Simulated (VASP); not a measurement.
All values below come from PBE GGA, VASP's PBE PAW potentials (set 64) (plane waves; VASP).

VASP ran on this input.

File POSCAR:
```
Li2O
4.620
  0.0000000000   0.5000000000   0.5000000000
  0.5000000000   0.0000000000   0.5000000000
  0.5000000000   0.5000000000   0.0000000000
Li O
2 1
Direct
  0.2500000000   0.2500000000   0.2500000000
  0.7500000000   0.7500000000   0.7500000000
  0.0000000000   0.0000000000   0.0000000000
```

INCAR:
```
SYSTEM  =  Li2O
PREC  =  Accurate; ENCUT  =  520; LREAL  =  .FALSE.
LASPH  =  .TRUE.
EDIFF  =  1E-6; NELM  =  100; ALGO  =  Normal
ISMEAR  =  0; SIGMA  =  0.05
GGA  =  PE
LWAVE  =  .FALSE.; LCHARG  =  .TRUE.
```

KPOINTS:
```
Automatic mesh
0
Gamma
8 8 8
0 0 0
```

POTCAR, in this order: Li_sv O (PBE.64 set). Program: vasp_std.

The resulting files:

### OSZICAR
```
       N       E                     dE             d eps       ncg     rms          rms(c)
DAV:   1     0.402275198807E+02    0.40228E+02   -0.63788E+03   580   0.130E+03
DAV:   2    -0.115470062245E+02   -0.51775E+02   -0.48815E+02   708   0.224E+02
DAV:   3    -0.160465129383E+02   -0.44995E+01   -0.44832E+01  1006   0.586E+01
DAV:   4    -0.161246156614E+02   -0.78103E-01   -0.78001E-01   768   0.782E+00
DAV:   5    -0.161250150093E+02   -0.39935E-03   -0.39933E-03   808   0.530E-01    0.749E+00
DAV:   6    -0.143805655127E+02    0.17444E+01   -0.97311E+00   586   0.198E+01    0.288E+00
DAV:   7    -0.143479663988E+02    0.32599E-01   -0.23530E-01   658   0.410E+00    0.148E+00
DAV:   8    -0.143475926408E+02    0.37376E-03   -0.59502E-02   704   0.304E+00    0.361E-01
DAV:   9    -0.143464460989E+02    0.11465E-02   -0.73729E-03   716   0.787E-01    0.108E-01
DAV:  10    -0.143469349933E+02   -0.48889E-03   -0.10047E-03   634   0.260E-01    0.490E-02
DAV:  11    -0.143469193262E+02    0.15667E-04   -0.40130E-05   754   0.812E-02    0.110E-02
DAV:  12    -0.143469212131E+02   -0.18870E-05   -0.54140E-06   712   0.230E-02    0.235E-03
DAV:  13    -0.143469213658E+02   -0.15267E-06   -0.74976E-07   662   0.893E-03
   1 F= -.14346921E+02 E0= -.14346921E+02  d E =-.174636E-17
```

### OUTCAR
```
------------------------ aborting loop because EDIFF is reached ----------------------------------------
  FORCE on cell =-STRESS in cart. coord.  units (eV):
  Direction    XX          YY          ZZ          XY          YZ          ZX
  --------------------------------------------------------------------------------------
  Total        0.0483979      0.0483979      0.0483979      0.0000000      0.0000000      0.0000000
  in kB        3.1453641      3.1453641      3.1453641      0.0000000      0.0000000      0.0000000
  external PRESSURE =       3.1453641 kB  Pullay stress =       0.0000000 kB
  volume of cell :       24.65
      direct lattice vectors                 reciprocal lattice vectors
     0.000000000  2.310000000  2.310000000    -0.216450216  0.216450216  0.216450216
     2.310000000  0.000000000  2.310000000     0.216450216 -0.216450216  0.216450216
     2.310000000  2.310000000  0.000000000     0.216450216  0.216450216 -0.216450216
 POSITION                                       TOTAL-FORCE (eV/Angst)
 -----------------------------------------------------------------------------------
      1.15500      1.15500      1.15500        -0.000000     -0.000000     -0.000000
      3.46500      3.46500      3.46500         0.000000      0.000000      0.000000
      0.00000      0.00000      0.00000        -0.000000      0.000000      0.000000
 -----------------------------------------------------------------------------------
    total drift:                               -0.000000      0.000000      0.000000
  FREE ENERGIE OF THE ION-ELECTRON SYSTEM (eV)
  ---------------------------------------------------
  free  energy   TOTEN  =       -14.3469213658 eV

  energy  without entropy=      -14.3469213658  energy(sigma->0) =      -14.34692137
```
(Selected blocks of OUTCAR.)

The compound is Li2O in the antifluorite structure. The cell was not relaxed at this level.
